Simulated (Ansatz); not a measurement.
**Al under changes of volume**

One of the cells (16.603 Å³/atom); the others are scaled copies at fixed shape and fractional positions:

```
Al
1.0
     0.00000    2.02481    2.02481
     2.02481    0.00000    2.02481
     2.02481    2.02481    0.00000
Al
1
Direct
  0.00000 0.00000 0.00000
```

| Quantity | Value |
| --- | --- |
| Program | Ansatz 0.2.0 |
| Functional | r2SCANh |
| Potentials or basis | Ansatz PAW |
| Cutoff | 500 eV (not typed: the program's choice for these potentials) |
| k mesh | 6 × 6 × 6 |
| Occupations | fermi-dirac, width 0.05 eV |
| Spin | no spin polarisation |

| volume (Å³/atom) | energy over the lowest point (meV/atom) | pressure (GPa) |
| --- | --- | --- |
| 15.607 | 2.17 | 2.2 |
| 15.939 | 0.00 | 0.2 |
| 16.271 | 2.00 | -1.6 |
| 16.603 | 6.79 | -2.9 |
| 16.935 | 14.11 | -4.3 |
| 17.267 | 24.36 | -5.7 |
| 17.599 | ? | ? |

Question: What does the run at 17.599 Å³/atom give?

Answer: Energy over the lowest point 37.24 meV/atom; pressure -6.8 GPa.

Worked out: A Birch-Murnaghan fit of order 3 (a polynomial in V^(-2/3)) to the other rows has its minimum at 15.94 Å³/atom with B0 = V·E''(V) = 83 GPa and B' = 5.4. It gives 36.40 meV/atom at 17.599 Å³/atom, against the run's 37.24, and -dE/dV = -6.3 GPa, against -6.8.

Energies are extrapolated to zero smearing.

Caveats: all runs use coarse meshes; the PAW data sets come from PBE, with cores solved anew for the run's functional, which leaves a small shift of forces and pressure; the thresholds are loose for stress.
